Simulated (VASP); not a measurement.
**Pb under changes of volume**

One of the cells (30.929 Å³/atom); the others are scaled copies at fixed shape and fractional positions:

```
CELL_PARAMETERS angstrom
0.00000 2.49141 2.49141
2.49141 0.00000 2.49141
2.49141 2.49141 0.00000
ATOMIC_POSITIONS crystal
Pb 0.00000 0.00000 0.00000
```

* Program: VASP 6.6.1
* Functional: PBE
* Potentials or basis: VASP PAW PBE potentials, release 64 (Pb_d)
* Cutoff: 520 eV
* k mesh: 9 × 9 × 9
* Occupations: fermi-dirac, width 0.05 eV
* Spin: no spin polarisation

```csv
volume (Å³/atom),energy over the lowest point (meV/atom),pressure (GPa)
28.503,56.09,5.9
29.110,35.97,4.5
29.716,20.86,3.3
30.929,3.53,1.2
31.535,?,?
32.142,0.00,-0.4
```

Q: What does the run at 31.535 Å³/atom give?

A: Energy over the lowest point 0.27 meV/atom; pressure 0.4 GPa.

Worked out: A Birch-Murnaghan fit of order 3 (a polynomial in V^(-2/3)) to the other rows has its minimum at 31.89 Å³/atom with B0 = V·E''(V) = 39 GPa and B' = 5.8. It gives 0.25 meV/atom at 31.535 Å³/atom, against the run's 0.27, and -dE/dV = 0.4 GPa, against 0.4.

Energies are extrapolated to zero smearing.
